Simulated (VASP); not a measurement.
# TiS2 (P-3m1) in VASP: a series of runs, part 3 of 3

VASP 6.6.1. The steps go on from the part before.

**5. Density of states, PBE**

Input file POSCAR:

```
TiS2                                    
1.0
    3.3584555061      0.0000000000      0.0000000000
   -1.6792277531      2.9085077858      0.0000000000
    0.0000000000      0.0000000000      5.5230876405
  Ti              S             
     1     2
Direct
     0.0000000000000000    0.0000000000000000    0.0000000000000000
     0.3333333332999970    0.6666666667000030    0.2587672932822827
     0.6666666667000030    0.3333333332999970    0.7412327067177173
```

Input file INCAR.step1:

```
ALGO     = Fast           # electronic algorithm
EDIFF    = 1E-6           # SCF threshold, eV
ENCUT    = 520            # plane-wave cutoff, eV
GGA      = PE             # functional
ISIF     = 2              # what is computed and relaxed
ISMEAR   = 1              # smearing method
LASPH    = True           # aspherical terms in the spheres
LCHARG   = True           # write CHGCAR
LMAXMIX  = 4              # l up to which the mixer works
LREAL    = False          # projectors in reciprocal space
LWAVE    = False          # write WAVECAR
NELM     = 80             # most SCF steps
PREC     = Accurate       # precision mode
SIGMA    = 0.1            # smearing width, eV
```

Input file KPOINTS.step1:

```
k-points
0
Gamma
  12 12 7
```

Input file INCAR.step2:

```
ALGO     = Fast           # electronic algorithm
EDIFF    = 1E-6           # SCF threshold, eV
ENCUT    = 520            # plane-wave cutoff, eV
GGA      = PE             # functional
ICHARG   = 11             # starting density
ISIF     = 2              # what is computed and relaxed
ISMEAR   = -5             # smearing method
LASPH    = True           # aspherical terms in the spheres
LCHARG   = False          # write CHGCAR
LMAXMIX  = 4              # l up to which the mixer works
LORBIT   = 11             # projections on sites
LREAL    = False          # projectors in reciprocal space
LWAVE    = False          # write WAVECAR
NEDOS    = 2001           # points of the DOS
NELM     = 80             # most SCF steps
PREC     = Accurate       # precision mode
SIGMA    = 0.1            # smearing width, eV
```

Input file KPOINTS.step2:

```
k-points
0
Gamma
  18 18 11
```

Potentials or basis: VASP PAW PBE potentials, release 64 (Ti_sv, S).

The run is started by

```bash
cat potpaw_PBE.64/Ti_sv/POTCAR potpaw_PBE.64/S/POTCAR > POTCAR
cp INCAR.step1 INCAR
cp KPOINTS.step1 KPOINTS
mpirun -np 1 vasp_std > vasp.out
cp INCAR.step2 INCAR
cp KPOINTS.step2 KPOINTS
mpirun -np 1 vasp_std > vasp.out
```

OUTCAR:

```text
EDIFF = 1E-6
   ENCUT = 520
   GGA = PE
   ICHARG = 11
   ISIF = 2
   ISMEAR = -5
   LASPH = True
   LORBIT = 11
   LREAL = False
   NELM = 80
   PREC = Accurate

 ion  position               nearest neighbor table
   1  0.000  0.000  0.000-   2 2.41   3 2.41   3 2.41   2 2.41   3 2.41   2 2.41
   2  0.333  0.667  0.259-   1 2.41   1 2.41   1 2.41
   3  0.667  0.333  0.741-   1 2.41   1 2.41   1 2.41

  LATTYP: Found a hexagonal cell.
 ALAT       =     3.3584555061
 C/A-ratio  =     1.6445320268

  Lattice vectors:

 A1 = (   3.3584555061,   0.0000000000,   0.0000000000)
 A2 = (  -1.6792277531,   2.9085077858,   0.0000000000)
 A3 = (   0.0000000000,   0.0000000000,   5.5230876405)

Analysis of symmetry for initial positions (statically):
=====================================================================
 Subroutine PRICEL returns:
 Original cell was already a primitive cell.

 Routine SETGRP: Setting up the symmetry group for a
 hexagonal supercell.

 Subroutine GETGRP returns: Found 12 space group operations
 (whereof 12 operations were pure point group operations)
 out of a pool of 24 trial point group operations.

The static configuration has the point symmetry D_3d.

Analysis of symmetry for dynamics (positions and initial velocities):
=====================================================================
 Subroutine PRICEL returns:
 Original cell was already a primitive cell.

 Routine SETGRP: Setting up the symmetry group for a
 hexagonal supercell.

 Subroutine GETGRP returns: Found 12 space group operations
 (whereof 12 operations were pure point group operations)
 out of a pool of 24 trial point group operations.

[... 123 lines left out ...]
     AMIX     =   0.40;   BMIX     =  1.00
     AMIX_MAG =   1.60;   BMIX_MAG =  1.00
  volume/ion in A,a.u.               =      17.98       121.36
  Fermi-wavevector in a.u.,A,eV,Ry     =   1.249726  2.361639 21.249770  1.561814
  Thomas-Fermi vector in A             =   2.383753
   LORBIT       =     11    0 simple, 1 ext, 2 COOP (PROOUT), +10 PAW based schemes
   GGA     = PE    functional components
   LHFCALC =     F    Hartree Fock is set to
   AEXX    =    0.0000 exact exchange contribution
   IVDW    =     0    specifies the selected vdW correction
   LEPSILON=     F    determine dielectric tensor
   LRPA    =     F    only Hartree local field effects (RPA)
 non-spin polarized calculation
 RMM-DIIS sequential band-by-band and
 Fermi weights with tetrahedron method with Bloechl corrections
  energy-cutoff  :      520.00
  volume of cell :       53.95
 maximum number of plane-waves:      1480
 NGX is ok and might be reduce to    28

 number of electron      23.9999997 magnetization

 Free energy of the ion-electron system (eV)
  ---------------------------------------------------
  ext. energy  EPLUGINS =         0.00000000
  ---------------------------------------------------
  free energy    TOTEN  =       -19.87462716 eV

  energy without entropy =      -19.87462716  energy(sigma->0) =      -19.87462716

 E-fermi :   6.1475     XC(G=0): -10.4419

 val. band max:        6.3163236086   @ k =   0.0000   0.0000   0.0000
 cond. band min:       6.1186225755   @ k =   0.0000   0.3889   0.3636
 fundamental gap:     -0.1977010331
 Fermi energy:         6.1474776527

 k-point     1 :       0.0000    0.0000    0.0000
  band No.  band energies     occupation
      1     -51.3901      2.00000
      2     -27.6246      2.00000
      3     -27.5737      2.00000
      4     -27.5737      2.00000
      5      -7.8768      2.00000
      6      -5.9732      2.00000
[... 433 lines left out ...]
      3     -27.6184      2.00000
      4     -27.5936      2.00000
      5      -6.0978      2.00000
      6      -5.8260      2.00000
[... 8 lines left out ...]
     15       8.2030      0.00000
     16       9.6294      0.00000

 [... further k-points ...]
[... 5 lines left out ...]
  --------------------------------------------------------------------------------------
  -------------------------------------------------------------------------------------
  Total        1.2032460      1.2032460      1.1232116     -0.0000000      0.0000000     -0.0000000
  in kB       35.7333112     35.7333112     33.3564953     -0.0000000      0.0000000     -0.0000000
  external PRESSURE =      34.9410392 kB  Pullay stress =       0.0000000 kB

 VOLUME and BASIS-vectors are now :
 -----------------------------------------------------------------------------
  energy-cutoff  :      520.00
  volume of cell :       53.95
      direct lattice vectors                 reciprocal lattice vectors
     3.358455506  0.000000000  0.000000000     0.297755917  0.171909459  0.000000000
    -1.679227753  2.908507786  0.000000000     0.000000000  0.343818918  0.000000000
     0.000000000  0.000000000  5.523087641     0.000000000  0.000000000  0.181058144

 POSITION                                       TOTAL-FORCE (eV/Angst)
 -----------------------------------------------------------------------------------
      0.00000      0.00000      0.00000        -0.000000      0.000000      0.000000
     -0.00000      1.93901      1.42919        -0.000000      0.000000     -0.021229
      1.67923      0.96950      4.09389         0.000000     -0.000000      0.021229
 -----------------------------------------------------------------------------------
    total drift:                                0.000000      0.000000      0.000000

  FREE ENERGIE OF THE ION-ELECTRON SYSTEM (eV)
  ---------------------------------------------------
  free  energy   TOTEN  =       -19.8746271626 eV

  energy  without entropy=      -19.8746271626  energy(sigma->0) =      -19.87462716

 total charge

# of ion       s       p       d       tot
------------------------------------------
    1        2.191   6.201   1.824  10.216
    2        1.358   2.382   0.000   3.740
    3        1.358   2.382   0.000   3.740
--------------------------------------------------
tot          4.907  10.965   1.824  17.696
```

It took 3.5 min on 1 thread of Intel Xeon 6975P-C (Granite Rapids), shared host; peak memory 0.4 GiB.

Results:

```
Valence electrons inside the program's atomic spheres : Ti 10.22; S 3.74
```

Levels at points of the mesh, in eV from the Fermi level:
| k point | band 9 | band 10 | band 11 | band 12 | band 13 | band 14 | band 15 | band 16 |
| --- | --- | --- | --- | --- | --- | --- | --- | --- |
| (0.00, 0.00, 0.00) | -2.77 | 0.17 | 0.18 | 0.18 | 0.55 | 0.55 | 0.88 | 3.48 |
| (0.50, 0.00, 0.00) | -3.04 | -2.89 | -2.63 | -1.63 | 0.19 | 1.67 | 2.11 | 3.78 |

States per cell in windows of 0.5 eV (zero at the Fermi level; states under -8 eV left out):
```csv
from (eV),total,Ti1_d,S2_p,S3_p,Ti1_p,Ti1_s,S2_s
-8.0,0.00,0.00,0.00,0.00,0.00,0.00,0.00
-7.5,0.00,0.00,0.00,0.00,0.00,0.00,0.00
-7.0,0.00,0.00,0.00,0.00,0.00,0.00,0.00
-6.5,0.00,0.00,0.00,0.00,0.00,0.00,0.00
-6.0,0.02,0.00,0.00,0.00,0.00,0.00,0.00
-5.5,0.57,0.05,0.09,0.09,0.00,0.03,0.00
-5.0,1.52,0.13,0.27,0.27,0.03,0.04,0.01
-4.5,1.01,0.10,0.18,0.18,0.02,0.02,0.01
-4.0,0.76,0.08,0.14,0.14,0.02,0.02,0.01
-3.5,1.34,0.21,0.25,0.25,0.03,0.02,0.01
-3.0,2.57,0.63,0.48,0.48,0.03,0.01,0.01
-2.5,1.27,0.20,0.27,0.27,0.03,0.01,0.01
-2.0,1.27,0.15,0.29,0.29,0.04,0.01,0.01
-1.5,1.05,0.12,0.25,0.25,0.03,0.00,0.00
-1.0,0.40,0.06,0.10,0.10,0.01,0.00,0.00
-0.5,0.22,0.03,0.05,0.05,0.00,0.00,0.00
0.0,0.54,0.32,0.03,0.03,0.00,0.00,0.00
0.5,1.29,0.85,0.06,0.06,0.01,0.01,0.00
1.0,0.96,0.62,0.07,0.07,0.01,0.00,0.00
1.5,2.65,2.07,0.10,0.10,0.01,0.01,0.00
2.0,0.79,0.61,0.04,0.04,0.00,0.01,0.00
2.5,0.23,0.15,0.01,0.01,0.00,0.00,0.00
3.0,1.50,0.87,0.13,0.13,0.00,0.00,0.01
3.5,0.28,0.16,0.03,0.03,0.00,0.00,0.00
4.0,0.00,0.00,0.00,0.00,0.00,0.00,0.00
4.5,0.00,0.00,0.00,0.00,0.00,0.00,0.00
5.0,0.00,0.00,0.00,0.00,0.00,0.00,0.00
5.5,0.00,0.00,0.00,0.00,0.00,0.00,0.00
6.0,0.00,0.00,0.00,0.00,0.00,0.00,0.00
6.5,0.00,0.00,0.00,0.00,0.00,0.00,0.00
```

Caveat: tetrahedron occupations give inexact forces and stress in metals.

**6. Summary**

| task | level | potentials or basis | k mesh | smearing | k mesh for the DOS | occupations for the DOS | pressure (GPa) | largest force (eV/Å) |
| --- | --- | --- | --- | --- | --- | --- | --- | --- |
| optical spectrum | PBE | VASP PAW PBE potentials, release 64 (Ti_sv, S) | 18 × 18 × 10 | gaussian 0.05 eV | - | - | 3.8 | 0.02 |
| band structure | PBE | VASP PAW PBE potentials, release 64 (Ti_sv, S) | 12 × 12 × 7 | methfessel-paxton 0.1 eV | - | - | 3.7 | 0.01 |
| band structure | LDA | VASP PAW LDA potentials, release 64 (Ti_sv, S) | 12 × 12 × 7 | methfessel-paxton 0.1 eV | - | - | -3.5 | 0.28 |
| density of states | PBE | VASP PAW PBE potentials, release 64 (Ti_sv, S) | 12 × 12 × 7 | methfessel-paxton 0.1 eV | 18 × 18 × 11 | tetrahedron | - | - |

Alike in all rows: no spin polarisation; cell as given; cutoff (eV) 520.

Caveats: independent-particle spectra lack excitons (some runs); the intraband (Drude) part of a metal's response may be missing (some runs); tetrahedron occupations give inexact forces and stress in metals (some runs).

Total energies depend on the potentials used, so only differences within one code and one set of settings carry meaning.
